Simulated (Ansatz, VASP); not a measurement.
**One calculation of WS2, two programs**

Contents of INCAR:

```
SYSTEM = WS2
  ALGO = Normal
  EDIFF = 1E-6
  ENCUT = 520
  GGA = PS
  ISIF = 2
  ISMEAR = 0
  IVDW = 12
  LASPH = .TRUE.
  LCHARG = .TRUE.
  LELF = .TRUE.
  LREAL = .FALSE.
  LVHAR = .TRUE.
  LWAVE = .FALSE.
  NBANDS = 20
  NELM = 100
  PREC = Accurate
  SIGMA = 0.05
```

KPOINTS

```
k-points
0
G
  12 12 12
  0 0 0
```

File POSCAR:

```
WS2
1.0
    1.5350283817      0.8862490494      6.0345176027
   -1.5350283817      0.8862490494      6.0345176027
    0.0000000000     -1.7724980988      6.0345176026
W S
1 2
Direct
    0.9993606434      0.9993606434      0.9993606434
    0.7554860797      0.7554860797      0.7554860797
    0.5764532769      0.5764532769      0.5764532769
```

Input for Ansatz:

```yaml
crystal:
  lattice:
    - [1.5350283817, 0.8862490494, 6.0345176027]
    - [-1.5350283817, 0.8862490494, 6.0345176027]
    - [0.0, -1.7724980988, 6.0345176026]
  atoms:
    - { symbol: W, position: [0.9993606434, 0.9993606434, 0.9993606434] }
    - { symbol: S, position: [0.7554860797, 0.7554860797, 0.7554860797] }
    - { symbol: S, position: [0.5764532769, 0.5764532769, 0.5764532769] }
basis:
  ecutwfc: 420
kpoints:
  mp_grid: { grid: [12, 12, 12] }
hamiltonian:
  xc: pbesol
  dispersion: d3bj
scf:
  occupations: { method: gaussian, width: 0.05 }
output:
  forces: true
  stress: true
  eigenvalues: true
```

Alike in both runs: task single point; functional PBEsol; dispersion D3(BJ); k mesh 12 × 12 × 12; occupations gaussian, width 0.05 eV; no spin polarisation.

```csv
,VASP,Ansatz
version,VASP 6.6.1,Ansatz 0.2.0
potentials or method,"VASP PAW PBE potentials, release 64 (W_sv, S)","scalar-relativistic, plane waves, PAW"
plane-wave cutoff (eV),520,420
valence electrons in the cell,26,26
```

```tsv
	VASP	Ansatz	Ansatz less VASP
gap on the k mesh at the Fermi level (eV)	0.85	0.83	-0.020
least direct gap on the mesh (eV)	2.22	2.21	-0.008
pressure (GPa)	-0.5	-0.6	-0.15
largest component of the traceless stress (GPa)	6.90	6.93	+0.025
rms of the force components (eV/Å)	0.275	0.284	+0.0090
```

Atom by atom the forces differ by 0.009 eV/Å (rms over components).

Caveats: the PAW data sets were made with another functional, which shifts forces and pressure a little (VASP); spin-orbit coupling is left out, which moves the levels of the heavy elements. A k mesh can miss the band edges. Expect the measured gap to be larger: semilocal functionals such as PBEsol lack the derivative discontinuity.
